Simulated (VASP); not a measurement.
# BN (R3m) in VASP: notebook

The runs below take BN through single point, relaxation of cell and atoms, with PBE+D3(BJ).

All numbers are computed with VASP 6.6.1; they aren't measurements. Logs are shortened: lines on timing, memory, paths and dates and some standing lists are left out, and cuts for length are marked.

**1. The crystal as given**

Symmetry: R3m, No. 160, trigonal system. The conventional cell has a = 2.506 Å, b = 2.506 Å, c = 9.890 Å, α = 90.00°, β = 90.00°, γ = 120.00°. Around B (site symmetry 3m) lie 3 N at 1.45 Å. N (site symmetry 3m) has 3 B at 1.45 Å as nearest neighbours.

The cell is a database's computed one.

**2. Single point, PBE+D3(BJ)**

Input file INCAR:

```
PREC = Accurate
ENCUT = 520
EDIFF = 1E-6
ISMEAR = 0
SIGMA = 0.02
LREAL = False
LASPH = True
NELM = 100
ALGO = Normal
ISIF = 2
LWAVE = False
LCHARG = False
GGA = PE
IVDW = 12
NBANDS = 11
```

Input file KPOINTS:

```
regular mesh
0
Gamma
  12 12 12
```

Input file POSCAR:

```
BN
1.0
    1.2530663876      0.7234582178      3.2965208837
   -1.2530663876      0.7234582178      3.2965208837
    0.0000000000     -1.4469164307      3.2965208848
B N
1 1
Direct
    0.9996944712      0.9996944712      0.9996944712
    0.3327385388      0.3327385388      0.3327385388
```

Potentials or basis: VASP PAW PBE potentials, release 64 (B, N).

Run with:

```console
cat potpaw_PBE.64/B/POTCAR potpaw_PBE.64/N/POTCAR > POTCAR
mpirun -np 1 vasp_std > vasp.out
```

OUTCAR:

```text
PREC = Accurate
   ENCUT = 520
   EDIFF = 1E-6
   ISMEAR = 0
   LREAL = False
   LASPH = True
   NELM = 100
   ISIF = 2
   GGA = PE
   IVDW = 12
 IVDW          = 12

 ion  position               nearest neighbor table
   1  1.000  1.000  1.000-   2 1.45   2 1.45   2 1.45
   2  0.333  0.333  0.333-   1 1.45   1 1.45   1 1.45

  LATTYP: Found a trigonal (rhomboedric) cell.
 ALAT       =     3.6000857075
 COS(alpha) =     0.7577005232

  Lattice vectors:

 A1 = (   1.2530663876,   0.7234582178,   3.2965208837)
 A2 = (  -1.2530663876,   0.7234582178,   3.2965208837)
 A3 = (   0.0000000000,  -1.4469164307,   3.2965208848)

Analysis of symmetry for initial positions (statically):
=====================================================================
 Subroutine PRICEL returns:
 Original cell was already a primitive cell.

 Routine SETGRP: Setting up the symmetry group for a
 trigonal (rhombohedral) supercell.

 Subroutine GETGRP returns: Found  6 space group operations
 (whereof  6 operations were pure point group operations)
 out of a pool of 12 trial point group operations.

The static configuration has the point symmetry C_3v.

Analysis of symmetry for dynamics (positions and initial velocities):
=====================================================================
 Subroutine PRICEL returns:
 Original cell was already a primitive cell.

 Routine SETGRP: Setting up the symmetry group for a
 trigonal (rhombohedral) supercell.

 Subroutine GETGRP returns: Found  6 space group operations
 (whereof  6 operations were pure point group operations)
 out of a pool of 12 trial point group operations.

The dynamic configuration has the point symmetry C_3v.

 Subroutine INISYM returns: Found  6 space group operations
 (whereof  6 operations are pure point group operations),
 and found     1 'primitive' translations

----------------------------------------------------------------------------------------

                                     Primitive cell

  volume of cell :      17.9306

  direct lattice vectors                    reciprocal lattice vectors
     1.253066388  0.723458218  3.296520884     0.399021157  0.230374973  0.101116706
    -1.253066388  0.723458218  3.296520884    -0.399021157  0.230374973  0.101116706
     0.000000000 -1.446916431  3.296520885     0.000000000 -0.460749945  0.101116706

  length of vectors
     3.600085707  3.600085707  3.600085708     0.471715062  0.471715062  0.471715062

  position of ions in fractional coordinates (direct lattice)
     0.999694471  0.999694471  0.999694471
     0.332738539  0.332738539  0.332738539

  ion indices of the primitive-cell ions
   primitive index   ion index
                 1           1
                 2           2

----------------------------------------------------------------------------------------

 KPOINTS: regular mesh

Automatic generation of k-mesh.
 Grid dimensions read from file:
 generate k-points for:   12   12   12

 Generating k-lattice:

  Cartesian coordinates                     Fractional coordinates (reciprocal lattice)
     0.033251763  0.019197914  0.008426392     0.083333333 -0.000000000  0.000000000
    -0.033251763  0.019197914  0.008426392    -0.000000000  0.083333333  0.000000000
     0.000000000 -0.038395829  0.008426392    -0.000000000 -0.000000000  0.083333333

  Length of vectors
     0.039309589  0.039309589  0.039309589

  Shift w.r.t. Gamma in fractional coordinates (k-lattice)
     0.000000000  0.000000000  0.000000000

 Subroutine IBZKPT returns following result:
 ===========================================

 Found    189 irreducible k-points:

 Following reciprocal coordinates:
            Coordinates               Weight
  0.000000  0.000000  0.000000      1.000000
  0.083333 -0.000000  0.000000      6.000000
  0.166667 -0.000000  0.000000      6.000000
  0.250000  0.000000  0.000000      6.000000
  0.333333  0.000000  0.000000      6.000000
  0.416667  0.000000 -0.000000      6.000000
[... 16 lines left out ...]
  0.500000  0.166667  0.000000     12.000000
 -0.416667  0.166667  0.000000     12.000000
 [... further k-points ...]
   k-points           NKPTS =    189   k-points in BZ     NKDIM =    189   number of bands    NBANDS=     11
   number of dos      NEDOS =    301   number of ions     NIONS =      2
   total plane-waves  NPLWV =  21952
   dimension x,y,z NGX =    28 NGY =   28 NGZ =   28
   dimension x,y,z NGXF=    56 NGYF=   56 NGZF=   56
   ions per type =               1   1
   NGX,Y,Z   is equivalent  to a cutoff of  12.93, 12.93, 12.93 a.u.
   NGXF,Y,Z  is equivalent  to a cutoff of  25.86, 25.86, 25.86 a.u.
 SYSTEM =  unknown system
   PREC   = accura    normal or accurate (medium, high low for compatibility)
   ISTART =      0    job   : 0-new  1-cont  2-samecut
   ICHARG =      2    charge: 1-file 2-atom 10-const
   ISPIN  =      1    spin polarized calculation?
   LNONCOLLINEAR =      F non collinear calculations
   LSORBIT =      F    spin-orbit coupling
   LASPH  =      T    aspherical Exc in radial PAW
   ENCUT  =  520.0 eV  38.22 Ry    6.18 a.u.   6.69  6.69  6.69*2*pi/ulx,y,z
   NELM   =    100;   NELMIN=  2; NELMDL= -5     # of ELM steps
   EDIFF  = 0.1E-05   stopping-criterion for ELM
   LREAL  =      F    real-space projection
   EDIFFG = 0.1E-04   stopping-criterion for IOM
   NSW    =      0    number of steps for IOM
   IBRION =     -1    ionic relax: 0-MD 1-quasi-New 2-CG
   NFREE  =      0    steps in history (QN), initial steepest desc. (CG)
   ISIF   =      2    stress and relaxation
   ISYM   =      2    0-nonsym 1-usesym 2-fastsym
   POTIM  = 0.5000    time-step for ionic-motion
   TEBEG  =    0.0;   TEEND  =   0.0 temperature during run
   PSTRESS=    0.0 pullay stress
   NELECT =       8.0000    total number of electrons
   NUPDOWN=      -1.0000    fix difference up-down
   EMIN   =  10.00;   EMAX   =-10.00  energy-range for DOS
   EFERMI =   0.00;   METHOD = LEGACY
   ISMEAR =     0;   SIGMA  =   0.02  broadening in eV -4-tet -1-fermi 0-gaus
   EFERMI_NEDOS =   21; number of points for ismear=-14 and -15
   IALGO  =     38    algorithm
   IMIX   =      4    mixing-type and parameters
     AMIX     =   0.40;   BMIX     =  1.00
     AMIX_MAG =   1.60;   BMIX_MAG =  1.00
  volume/ion in A,a.u.               =       8.97        60.50
  Fermi-wavevector in a.u.,A,eV,Ry     =   1.250950  2.363953 21.291430  1.564876
  Thomas-Fermi vector in A             =   2.384920
   LORBIT       =      0    0 simple, 1 ext, 2 COOP (PROOUT), +10 PAW based schemes
   GGA     = PE    functional components
   LHFCALC =     F    Hartree Fock is set to
   AEXX    =    0.0000 exact exchange contribution
   IVDW    =    12    specifies the selected vdW correction
   LEPSILON=     F    determine dielectric tensor
   LRPA    =     F    only Hartree local field effects (RPA)
 non-spin polarized calculation
 Gauss-broadening in eV      SIGMA  =   0.02
  energy-cutoff  :      520.00
  volume of cell :       17.93
 maximum number of plane-waves:       508
   NGX = 13   NGY = 13   NGZ = 13

 number of electron       8.0000000 magnetization

 Free energy of the ion-electron system (eV)
  ---------------------------------------------------
  ext. energy  EPLUGINS =         0.00000000
  ---------------------------------------------------
  free energy    TOTEN  =       -17.57519383 eV

  energy without entropy =      -17.57519383  energy(sigma->0) =      -17.57519383

 E-fermi :   2.4279     XC(G=0): -10.1216

 val. band max:        2.2895658633   @ k =  -0.3333   0.3333   0.0000
 cond. band min:       6.5211059820   @ k =   0.5000   0.5000   0.0000
 fundamental gap:      4.2315401187
 Fermi energy:         2.4278870697

 k-point     1 :       0.0000    0.0000    0.0000
  band No.  band energies     occupation
      1     -15.4757      2.00000
      2      -1.7257      2.00000
      3       1.0099      2.00000
      4       1.0099      2.00000
      5       7.6032      0.00000
      6      13.9475      0.00000
      7      13.9475      0.00000
      8      15.4276      0.00000
      9      17.0811      0.00000
     10      28.1909      0.00000
     11      30.7569      0.00000

 k-point     2 :       0.0833   -0.0000    0.0000
  band No.  band energies     occupation
      1     -15.3376      2.00000
      2      -1.5815      2.00000
      3       0.4424      2.00000
      4       0.7546      2.00000
      5       7.8891      0.00000
      6      13.8795      0.00000
      7      14.5374      0.00000
      8      14.9540      0.00000
      9      17.5092      0.00000
     10      28.3135      0.00000
     11      28.7491      0.00000

 k-point     3 :       0.1667   -0.0000    0.0000
  band No.  band energies     occupation
      1     -14.9312      2.00000
      2      -1.1753      2.00000
      3      -0.9583      2.00000
      4       0.1326      2.00000
      5       8.6336      0.00000
      6      13.6107      0.00000
      7      13.8353      0.00000
      8      16.1415      0.00000
      9      18.5455      0.00000
     10      25.5849      0.00000
     11      27.6464      0.00000

 k-point     4 :       0.2500    0.0000    0.0000
  band No.  band energies     occupation
      1     -14.2846      2.00000
      2      -2.7830      2.00000
      3      -0.5890      2.00000
      4      -0.4590      2.00000
      5       9.6151      0.00000
      6      12.0190      0.00000
      7      13.7148      0.00000
      8      18.4134      0.00000
      9      19.6355      0.00000
     10      23.4242      0.00000
     11      26.0330      0.00000

 k-point     5 :       0.3333    0.0000    0.0000
  band No.  band energies     occupation
      1     -13.4684      2.00000
      2      -4.5767      2.00000
      3      -1.2091      2.00000
      4       0.4236      2.00000
      5       9.6277      0.00000
      6      11.3487      0.00000
      7      13.8822      0.00000
      8      19.7111      0.00000
      9      20.9613      0.00000
     10      22.6038      0.00000
     11      24.8656      0.00000
[... 211 lines left out ...]
 k-point    21 :       0.3333    0.1667    0.0000
  band No.  band energies     occupation
      1     -13.8752      2.00000
      2      -3.1875      2.00000
      3      -1.5694      2.00000
      4      -0.3973      2.00000
      5      10.1630      0.00000
      6      12.1256      0.00000
      7      14.7797      0.00000
      8      17.2788      0.00000
      9      20.6445      0.00000
     10      22.0604      0.00000
     11      26.8864      0.00000

 k-point    22 :       0.4167    0.1667   -0.0000
  band No.  band energies     occupation
      1     -13.0968      2.00000
      2      -4.5716      2.00000
      3      -2.4161      2.00000
      4       0.4612      2.00000
      5       9.2332      0.00000
      6      12.9891      0.00000
      7      15.3334      0.00000
      8      17.8609      0.00000
      9      19.6568      0.00000
     10      22.7831      0.00000
     11      25.7511      0.00000

 k-point    23 :       0.5000    0.1667    0.0000
  band No.  band energies     occupation
      1     -12.3532      2.00000
      2      -5.7840      2.00000
      3      -2.9269      2.00000
      4       1.3973      2.00000
      5       8.0827      0.00000
      6      13.8201      0.00000
      7      15.6842      0.00000
      8      17.5485      0.00000
      9      19.8270      0.00000
     10      22.6755      0.00000
     11      25.8322      0.00000

 k-point    24 :      -0.4167    0.1667    0.0000
  band No.  band energies     occupation
      1     -12.0278      2.00000
      2      -6.2880      2.00000
      3      -3.0974      2.00000
      4       2.0051      2.00000
      5       7.4888      0.00000
      6      13.8138      0.00000
      7      15.9324      0.00000
      8      16.7775      0.00000
      9      20.2490      0.00000
     10      23.2778      0.00000
     11      25.6271      0.00000

 [... further k-points ...]

------------------------ aborting loop because EDIFF is reached ----------------------------------------

 Edisp (eV)   -0.28441

 E8    (eV) :    -0.0834

  FORCE on cell =-STRESS in cart. coord.  units (eV):
  Direction    XX          YY          ZZ          XY          YZ          ZX
  --------------------------------------------------------------------------------------
  -------------------------------------------------------------------------------------
  Total       0.02036     0.02036    -0.01677     0.00000    -0.00000     0.00000
  in kB       1.81901     1.81901    -1.49826     0.00000    -0.00000     0.00000
  external pressure =        0.71 kB  Pullay stress =        0.00 kB

 VOLUME and BASIS-vectors are now :
 -----------------------------------------------------------------------------
  energy-cutoff  :      520.00
  volume of cell :       17.93
      direct lattice vectors                 reciprocal lattice vectors
     1.253066388  0.723458218  3.296520884     0.399021157  0.230374973  0.101116706
    -1.253066388  0.723458218  3.296520884    -0.399021157  0.230374973  0.101116706
     0.000000000 -1.446916431  3.296520885     0.000000000 -0.460749945  0.101116706

 POSITION                                       TOTAL-FORCE (eV/Angst)
 -----------------------------------------------------------------------------------
      0.00000      0.00000      9.88654         0.000000      0.000000      0.000607
      0.00000      0.00000      3.29064         0.000000     -0.000000     -0.000607
 -----------------------------------------------------------------------------------
    total drift:                               -0.000000     -0.000000      0.000047

  FREE ENERGIE OF THE ION-ELECTRON SYSTEM (eV)
  ---------------------------------------------------
  free  energy   TOTEN  =       -17.8595990136 eV

  energy  without entropy=      -17.8595990136  energy(sigma->0) =      -17.85959901
```

Wall time 46 s (1 thread of Intel Xeon Platinum 8259CL at 2.50GHz (Skylake/Cascade Lake), shared host); peak memory 0.18 GiB.

What came out:

| Quantity | Value |
| --- | --- |
| Free energy | -17.8596 eV |
| Pressure | 0.1 GPa |
| Band gap on the k mesh | 4.23 eV, indirect (least direct gap 4.69 eV) |
| Dispersion energy per atom | -0.142 eV |

Stress tensor (GPa, compression positive):
```
 0.18  0.00  0.00
 0.00  0.18  0.00
 0.00  0.00 -0.15
```

**3. Relaxation of cell and atoms, PBE+D3(BJ)**

This run uses another cell than the first one, of 10.66 Å³/atom, 1.190 times its volume.

Input file INCAR:

```
  PREC = Accurate
  ENCUT = 600
  EDIFF = 1E-6
  ISMEAR = 0
  SIGMA = 0.02
  LREAL = F
  LASPH = T
  NELM = 100
  ALGO = Fast
  ISIF = 3
  LWAVE = F
  LCHARG = F
  GGA = PE
  IVDW = 12
  IBRION = 2
  NSW = 70
  EDIFFG = -0.02
```

Input file KPOINTS:

```
Automatic mesh
0
Gamma
  12 12 12
```

Input file POSCAR:

```
BN
1.0
    1.2561033797      0.7252116263      3.9023367297
   -1.2561033797      0.7252116263      3.9023367297
    0.0000000000     -1.4504232469      3.9023367308
B N
1 1
Direct
    0.9995606930      0.9995606930      0.9995606930
    0.3328723170      0.3328723170      0.3328723170
```

Potentials or basis: VASP PAW PBE potentials, release 64 (B, N).

Run with:

```console
cat potpaw_PBE.64/B/POTCAR potpaw_PBE.64/N/POTCAR > POTCAR
mpirun -np 1 vasp_std > vasp.out
```

It took 11 min on 1 thread of Intel Xeon Platinum 8259CL at 2.50GHz (Skylake/Cascade Lake), shared host; peak memory 0.24 GiB.

The run converged. Its results:

```yaml
Free_energy: -17.8687 eV
Relaxed_volume: 8.91 Å³/atom
Relaxed_cell: a = 3.582 Å, b = 3.582 Å, c = 3.582 Å, α = 40.94°, β = 40.94°, γ = 40.94°
Space_group_after_relaxing_to_0.05_Å: R3m (No. 160)
Energy_gained_by_relaxing: 16.3 meV/atom
Ionic_steps: 16
Pressure_after_relaxing: 0.2 GPa
Largest_force_after_relaxing: 0.007 eV/Å
Band_gap_on_the_k_mesh: 4.22 eV, indirect (least direct gap 4.70 eV)
Dispersion_energy_per_atom: -0.143 eV
```

Forces in eV/Å, atoms in the order of the input:
```
B    0.000  0.000 -0.007
N    0.000  0.000  0.007
```

Stress tensor (GPa, compression positive):
```
0.30 0.00 0.00
0.00 0.30 0.00
0.00 0.00 0.00
```

Step by step:
```tsv
step	energy change (eV)	largest force (eV/Å)	pressure (GPa)	volume (Å³)
1	0.0000	0.0015	-1.84	21.33
2	-0.0003	0.0002	1.70	20.95
3	-0.0012	0.0006	0.00	21.12
4	-0.0035	0.0004	0.09	20.93
5	-0.0106	0.0027	0.20	20.34
6	-0.0238	0.0032	0.61	19.18
7	-0.0264	0.0351	2.58	16.85
8	-0.0314	0.0061	1.29	18.10
9	0.0040	0.0070	-11.82	18.46
10	-0.0321	0.0047	-0.39	18.14
11	-0.0321	0.0048	-0.34	18.14
12	-0.0321	0.0048	-0.29	18.14
13	-0.0324	0.0108	-0.23	18.05
14	-0.0326	0.0501	-0.09	17.82
15	-0.0326	0.0405	-0.17	17.88
16	-0.0326	0.0067	0.20	17.81
```

Final structure:
```
CELL_PARAMETERS angstrom
1.25269 0.72324 3.27664
-1.25269 0.72324 3.27664
0.00000 -1.44648 3.27664
ATOMIC_POSITIONS crystal
B 0.99974 0.99974 0.99974
N 0.33270 0.33270 0.33270
```

Levels at points of the mesh, in eV from the valence-band top:
```csv
k point,band 1,band 2,band 3,band 4,band 5,band 6,band 7,band 8
"(0.00, 0.00, 0.00)",-17.77,-3.98,-1.27,-1.27,5.36,11.67,11.67,13.16
"(0.50, 0.00, 0.00)",-14.57,-8.92,-4.04,-0.53,5.33,9.96,13.22,15.32
"(0.50, 0.50, 0.00)",-14.49,-8.77,-4.12,-1.21,4.22,9.87,14.46,18.00
"(0.50, 0.50, 0.50)",-17.45,-6.23,-1.30,-1.30,10.44,11.58,11.58,12.36
```

Caveat: the volume moved by over 15 % at a fixed basis, so the end points are rough. Expect the measured gap to be larger: semilocal functionals such as PBE lack the derivative discontinuity.
